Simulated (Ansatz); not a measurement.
# Sb (R-3m) in Ansatz: further runs, part 2 of 2

Ansatz 0.2.0. Earlier steps stand in the parts before.

### Step 7. Single point, HSE06 form with a typed share of exact exchange

Contents of input.yaml:

```yaml
crystal:
  lattice:
    - [2.1542, 1.2437279499, 3.758]
    - [-2.1542, 1.2437279499, 3.758]
    - [0.0, -2.4874558998, 3.758]
  atoms:
    - { symbol: Sb, position: [0.76651, 0.76651, 0.76651] }
    - { symbol: Sb, position: [0.23349, 0.23349, 0.23349] }
hamiltonian:
  xc: { exchange: pbe, correlation: pbe, exx: { coeff: 0.3, omega: 0.2 } }
  pseudopotentials: { kind: paw }
kpoints:
  mp_grid: { grid: [4, 4, 4] }
scf:
  occupations: { method: fermi_dirac, width: 0.05 }
output:
  forces: true
  stress: true
  eigenvalues: true
  write_density: true
  write_potential: true
  elf: true
  volumetric_format: npy
```

Potentials or basis: Ansatz PAW.

On the command line:

```sh
$ ansatz run input.yaml --threads 2 --pin off --max-ram 5632MiB --backend cpu --events-out ev --progress --plain --runs-dir out
```

Standard output:

```text
Warning: output.stress: scf.convergence.dr2_threshold = 1e-7 eV (the SCF's general default) is looser than the 2e-10 eV advised for a printed stress (1e-10 eV for each atom of the cell: 2). What an SCF threshold leaves in a stress goes as its square root, and in the free energy as the threshold itself, and one threshold admits the most on a small cell: of the crystals measured, under no hybrid functional and no lock of the moments, on runs that ended without the residual-converged pass, on stresses that held no estimate of that error, the worst erred by over 100 MPa in a component at 1e-7 eV an atom and by under 5 at 1e-10. Set scf.convergence.dr2_threshold to 2e-10 eV or tighter. The threshold is an SCF's pass mark: one that does not reach it within its budget of iterations ends unconverged, or closes short of it on a stop that the run arms, and scf.convergence.dr2_threshold's page says what that costs each kind of run
Warning: output.stress: scf.exx.energy_threshold = 1e-6 eV is looser than the 2e-8 eV advised for a stress under a hybrid functional (1e-8 eV for each atom of the cell: 2). Every SCF of the exchange loop can meet its threshold on dr2 while the loop round them stops early: no threshold on dr2 bounds what that leaves in the stress. Set scf.exx.energy_threshold to 2e-8 eV or tighter. The threshold is the loop's pass mark: a loop that does not reach it within its budget of cycles ends unconverged, and scf.exx.energy_threshold's page has the law
Warning: RAYON_NUM_THREADS=2 ignored (pool sized by the plan → 2); use --threads N
Engine: ansatz 0.2.0, x86_64-unknown-linux-gnu
Pseudopotentials: kind: paw
Pseudopotential: Sb, paw, valence charge 15, recommended cutoff 420 eV (normal), Sb.paw.azcp
Functional definition: unnamed
  parameter a_1 = 0.3
  parameter omega_1 = 0.2/angstrom
  exchange = pbe_x + (-a_1)*pbe_x_sr(omega_1) + a_1*exact_x_sr(omega_1)
  correlation = pbe_c
Crystal: 2 atoms, lattice volume = 60.411 Å³
Basis set: ecut = 420 eV, 1195 PW (Γ), exchange–correlation on 64×64×64 points (8 copies of the dense FFT grid, shifted against one another)
Bands: 19, of which v1, the nominal top of the filled ones, is band 15 counted from 1 (14 counted from 0)
[... 73 lines left out ...]
  E_exx        = -97.804343  (= α·E_x^exact, valence–valence)
  E_paw        = -9130.592747  (= ΣΔE_a)
  E_vpaw       = -914.078140  (= ΣTr[D̂ρ^β])
  E_aug_tail   = -0.000003  (compensation charges beyond the density's cutoff)
  E_ewald      = -2934.870052
  E_core_change = 0.061155  (= ΣΔE_core)
  E_smearing   = -0.001031  (= −TS)
  E_closure    = -0.000000  (closes the sum)
  Σ components = -12979.216625   (vs F -12979.216625, Δ=0.00e0)
--- Forces (eV/Å), atoms counted from 1 ---
  atom   1  Sb    -0.00000000     0.00000000     0.38822854
  atom   2  Sb     0.00000000    -0.00000000    -0.38822854
  max |Σ_I F_I| component: 1.11e-16 eV/Å
--- Stress (GPa, compression-positive) ---
        0.567357       0.000000       0.000000
        0.000000       0.567357      -0.000000
        0.000000      -0.000000      -0.071767
  P = ⅓ Tr σ = 0.3543 GPa (3.543 kbar)
--- Band table (eV; the first three rows and the last of 13) ---
  k-point 0: bands = ["-22.5962", "-22.5962", "-22.5003", "-22.5003", "-22.4600", "-22.3740", "-22.3740", "-22.3557", "-22.2942", "-22.2942", "-4.5548", "4.7519", "7.4610", "7.7871", "7.7871", "12.4944", "13.2210", "13.2210", "15.6617"]
  k-point 1: bands = ["-22.5727", "-22.5600", "-22.4879", "-22.4785", "-22.4456", "-22.3909", "-22.3858", "-22.3757", "-22.3251", "-22.3205", "-3.7732", "2.0655", "7.5525", "7.6646", "8.7575", "11.5486", "11.7071", "11.7738", "15.4686"]
  k-point 2: bands = ["-22.5429", "-22.4964", "-22.4672", "-22.4439", "-22.4367", "-22.4251", "-22.4194", "-22.3908", "-22.3623", "-22.3556", "-1.8392", "-1.0313", "7.6164", "7.7512", "9.5094", "10.0130", "10.4052", "10.6809", "18.3320"]
  k-point 12: bands = ["-22.5452", "-22.5452", "-22.4801", "-22.4801", "-22.4375", "-22.3876", "-22.3876", "-22.3761", "-22.3516", "-22.3516", "-2.7702", "-0.3275", "8.3209", "8.3209", "9.7043", "10.2655", "10.2655", "11.2229", "17.7627"]
```

rho_z.tsv:

```text
# z_ang	rho[e/angstrom^3]
# format = ansatz-planar-average/11
# lattice	2.154200000	1.243727950	3.758000000
# lattice	-2.154200000	1.243727950	3.758000000
# lattice	0.000000000	-2.487455900	3.758000000
# sites	2
# site	51	0.000000000	0.000000000	8.641633740
# site	51	0.000000000	0.000000000	2.632366260
0.000000	2.609800e-1
0.140833	2.726093e-1
0.281666	3.119674e-1
0.422500	3.891265e-1
0.563333	5.096334e-1
0.704166	6.608813e-1
[... 24 lines left out ...]
4.224995	3.119674e-1
4.365829	2.726093e-1
```

v_z.tsv:

```text
# z_ang	v_es[eV]	v_tot[eV]
# format = ansatz-planar-average/11
# xc	{"exchange":"pbe","correlation":"pbe","exx":{"coeff":0.3,"omega":0.2}}
# density_cutoff_ev	1680
# datasets	Sb=:simpson_from_first_knot:soft:fock:shift=0
# lattice	2.154200000	1.243727950	3.758000000
# lattice	-2.154200000	1.243727950	3.758000000
# lattice	0.000000000	-2.487455900	3.758000000
# sites	2
# site	51	0.000000000	0.000000000	8.641633740
# site	51	0.000000000	0.000000000	2.632366260
0.000000	6.023519e0	-1.641039e0
0.140833	6.008869e0	-1.677463e0
0.281666	5.950661e0	-1.797068e0
0.422500	5.835105e0	-2.000470e0
0.563333	5.691434e0	-2.235736e0
0.704166	5.571757e0	-2.427453e0
[... 24 lines left out ...]
4.224995	5.950661e0	-1.797068e0
4.365829	6.008869e0	-1.677463e0
```

Wall time 15 s (2 threads of Intel Xeon Platinum 8223CL at 3.00GHz (Skylake/Cascade Lake), shared host); peak memory 0.75 GiB.

Results:

```
Free energy            : -12979.2166 eV
Pressure               : 0.4 GPa
Largest force          : 0.388 eV/Å
Band gap on the k mesh : 0.31 eV, indirect (least direct gap 0.50 eV)
```

Forces in eV/Å, atoms in the order of the input:
```
Sb   0.000  0.000  0.388
Sb   0.000  0.000 -0.388
```

Caveat: the k mesh is coarse (spacing up to 0.44 Å⁻¹), so the values aren't converged, least of all with exact exchange; spin-orbit coupling is left out, which moves the levels of the heavy elements; the PAW data sets come from PBE, with cores solved anew for the run's functional, which leaves a small shift of forces and pressure; the thresholds are loose for stress. A k mesh can miss the band edges.

### Step 8. Overview

```tsv
share of exact exchange	gap on the mesh (eV)	pressure (GPa)	largest force (eV/Å)
0.05	-	2.3	0.12
0.1	0.23	1.9	0.17
0.15	0.28	1.5	0.22
0.2	0.29	1.1	0.27
0.25	0.30	0.7	0.33
0.3	0.31	0.4	0.39
```

Alike in all rows: task single point; level HSE06 form with a typed share of exact exchange; potentials or basis Ansatz PAW; no spin polarisation; cell as given; k mesh 4 × 4 × 4; cutoff (eV) 420; smearing fermi-dirac 0.05 eV; the mesh is coarse, so values aren't converged.

Caveats: all runs use coarse meshes; the PAW data sets come from PBE, with cores solved anew for the run's functional, which leaves a small shift of forces and pressure; the thresholds are loose for stress; spin-orbit coupling is left out, which moves the levels of the heavy elements (some runs).

Total energies depend on the potentials used, so only differences within one code and one set of settings carry meaning.
